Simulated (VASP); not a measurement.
Method: PBE GGA, VASP's PBE PAW potentials (set 64) (plane waves; VASP).

VASP ran on this input.

INCAR:
```
! general
SYSTEM =LaAlO3
PREC   =Accurate
ENCUT  =520
LREAL  =.FALSE.
LASPH  =.TRUE.
ICHARG =11

! electronic loop
EDIFF  =1E-7
NELM   =100
ALGO   =Normal
LMAXMIX=6

! smearing
ISMEAR =0
SIGMA  =0.05

! functional
GGA    =PE

! output
LWAVE  =.FALSE.
LCHARG =.FALSE.
LORBIT =11
```

**KPOINTS**
```
k-points along high-symmetry lines
15
Line-mode
Reciprocal
  0.000000   0.000000   0.000000 ! GAMMA
  0.000000   0.500000   0.000000 ! X

  0.000000   0.500000   0.000000 ! X
  0.500000   0.500000   0.000000 ! M

  0.500000   0.500000   0.000000 ! M
  0.000000   0.000000   0.000000 ! GAMMA

  0.000000   0.000000   0.000000 ! GAMMA
  0.500000   0.500000   0.500000 ! R

  0.500000   0.500000   0.500000 ! R
  0.000000   0.500000   0.000000 ! X

  0.500000   0.500000   0.500000 ! R
  0.500000   0.500000   0.000000 ! M
```

**POSCAR**
```
LaAlO3
1
    3.8100000000     0.0000000000     0.0000000000
    0.0000000000     3.8100000000     0.0000000000
    0.0000000000     0.0000000000     3.8100000000
La Al O
1 1 3
Direct
  0.0000000000   0.0000000000   0.0000000000
  0.5000000000   0.5000000000   0.5000000000
  0.5000000000   0.0000000000   0.5000000000
  0.0000000000   0.5000000000   0.5000000000
  0.5000000000   0.5000000000   0.0000000000
```

POTCAR, in this order: La Al O (PBE.64 set). Program: vasp_std. Read from the step before: CHGCAR.

Output of the run:

### OSZICAR
```
       N       E                     dE             d eps       ncg     rms          rms(c)
DAV:   1     0.290034162250E+03    0.29003E+03   -0.13956E+04  3832   0.248E+03
DAV:   2     0.369560751985E+02   -0.25308E+03   -0.23075E+03  4488   0.369E+02
DAV:   3    -0.306583885944E+02   -0.67614E+02   -0.64002E+02  5468   0.180E+02
DAV:   4    -0.379977939171E+02   -0.73394E+01   -0.68878E+01  6096   0.572E+01
DAV:   5    -0.384763755659E+02   -0.47858E+00   -0.47773E+00  5432   0.118E+01
DAV:   6    -0.384946369361E+02   -0.18261E-01   -0.18252E-01  6196   0.237E+00
DAV:   7    -0.384959404021E+02   -0.13035E-02   -0.13034E-02  5392   0.545E-01
DAV:   8    -0.384959982041E+02   -0.57802E-04   -0.57799E-04  6124   0.140E-01
DAV:   9    -0.384960025090E+02   -0.43049E-05   -0.43056E-05  5408   0.335E-02
DAV:  10    -0.384960027341E+02   -0.22513E-06   -0.22517E-06  5788   0.889E-03
DAV:  11    -0.384960027526E+02   -0.18455E-07   -0.18392E-07  3448   0.213E-03
   1 F= -.38496003E+02 E0= -.38496003E+02  d E =-.422339E-22
```

### OUTCAR
```
 val. band max:        7.8694127261   @ k =   0.5000   0.5000   0.5000

 cond. band min:      11.3603918801   @ k =   0.0000   0.0000   0.0000



 k-point     1 :       0.0000    0.0000    0.0000
  band No.  band energies     occupation
      1     -22.6333      2.00000
      2     -10.1695      2.00000
      3      -8.1586      2.00000
      4      -8.1586      2.00000
      5      -6.1853      2.00000
      6      -6.1853      2.00000
      7      -6.1853      2.00000
      8       3.5165      2.00000
      9       3.5165      2.00000
     10       3.5165      2.00000
     11       6.4628      2.00000
     12       6.4628      2.00000
     13       6.4628      2.00000
     14       7.7348      2.00000
     15       7.7348      2.00000
     16       7.7348      2.00000
     17      11.3604      0.00000
     18      11.3604      0.00000
     19      12.4181      0.00000
     20      12.6453      0.00000

 k-point     2 :       0.0000    0.0357    0.0000
  band No.  band energies     occupation
      1     -22.6322      2.00000
      2     -10.1726      2.00000
      3      -8.1765      2.00000
      4      -8.1575      2.00000
      5      -6.1833      2.00000
      6      -6.1833      2.00000
      7      -6.1641      2.00000
      8       3.5144      2.00000
      9       3.5144      2.00000
     10       3.5167      2.00000
     11       6.4430      2.00000
     12       6.4527      2.00000
     13       6.4527      2.00000
     14       7.7067      2.00000
     15       7.7260      2.00000
     16       7.7260      2.00000
     17      11.3793      0.00000
     18      11.3873      0.00000
     19      12.4154      0.00000
     20      12.6422      0.00000

 k-point     3 :       0.0000    0.0714    0.0000
  band No.  band energies     occupation
      1     -22.6290      2.00000
      2     -10.1821      2.00000
      3      -8.2271      2.00000
      4      -8.1552      2.00000
      5      -6.1773      2.00000
      6      -6.1773      2.00000
...
```

The density is held fixed in this step, so its total energy and stress have no physical meaning.

The compound is LaAlO3 in the cubic perovskite structure, the ideal cubic form; the compound distorts at low or room temperature. The cell was not relaxed at this level.
